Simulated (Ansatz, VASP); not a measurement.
This is a calculation of CuO for Ansatz 0.2.0.

The input input.yaml:

```yaml
crystal:
  lattice:
    - [2.8919534507, 0.0, 0.0]
    - [-1.4459767203, 2.5045051563, 0.0]
    - [0.0, 0.0, 2.8224032844]
  atoms:
    - { symbol: Cu, position: [0.0, 0.0, 0.0] }
    - { symbol: O, position: [0.6666666667, 0.3333333333, 0.5] }
hamiltonian:
  xc: pbe
  pseudopotentials: { kind: paw }
kpoints:
  mp_grid: { grid: [11, 11, 10] }
scf:
  occupations: { method: fermi_dirac, width: 0.05 }
output:
  forces: true
  stress: true
  eigenvalues: true
```

Potentials or basis: Ansatz PAW.

Launch:

```sh
$ ansatz run input.yaml --threads 2 --pin off --max-ram 5120MiB --backend cpu --events-out ev --progress --plain --runs-dir out
```

**Question.** Set up the same calculation for VASP 6.6.1. Potentials there: VASP PAW PBE potentials, release 64 (Cu, O).

**Answer.** As run (the cutoff follows the program's own potentials):

The input INCAR:

```
  PREC = Accurate
  ENCUT = 520
  EDIFF = 1E-7
  ISMEAR = -1
  SIGMA = 0.05
  LREAL = False
  LASPH = True
  NELM = 100
  ALGO = Normal
  ISIF = 2
  LWAVE = False
  LCHARG = True
  GGA = PE
  LELF = True
  LVHAR = True
  NBANDS = 16
```

The input KPOINTS:

```
Automatic mesh
0
Gamma
  11 11 10
```

Contents of POSCAR:

```
CuO
1.0
    2.8919534507      0.0000000000      0.0000000000
   -1.4459767203      2.5045051563      0.0000000000
    0.0000000000      0.0000000000      2.8224032844
Cu O
1 1
Direct
    0.0000000000      0.0000000000      0.0000000000
    0.6666666667      0.3333333333      0.5000000000
```

Potentials or basis: VASP PAW PBE potentials, release 64 (Cu, O).

The run is started by

```console
$ cat potpaw_PBE.64/Cu/POTCAR potpaw_PBE.64/O/POTCAR > POTCAR
$ mpirun -np 1 vasp_std > vasp.out
```

Both were run:

|  | VASP | Ansatz | Ansatz less VASP |
| --- | --- | --- | --- |
| gap on the k mesh at the Fermi level (eV) | none | none | - |
| pressure (GPa) | -8.8 | -9.0 | -0.23 |
| largest component of the traceless stress (GPa) | 7.81 | 7.80 | -0.008 |

A gap of «none» marks a metal or a gap that the smearing closes. The two sets of potentials don't hold the same shells in valence.

Caveats: an odd number of electrons without spin polarisation forces a metal; a magnetic or distorted state may lie lower; the run has no spin polarisation, though such a crystal can be magnetic; semilocal functionals often make such compounds metallic where correlation or magnetic order opens a gap, which also shifts bond lengths; the pressure holds a Pulay correction of +0.7 GPa for the finite cutoff (Ansatz).
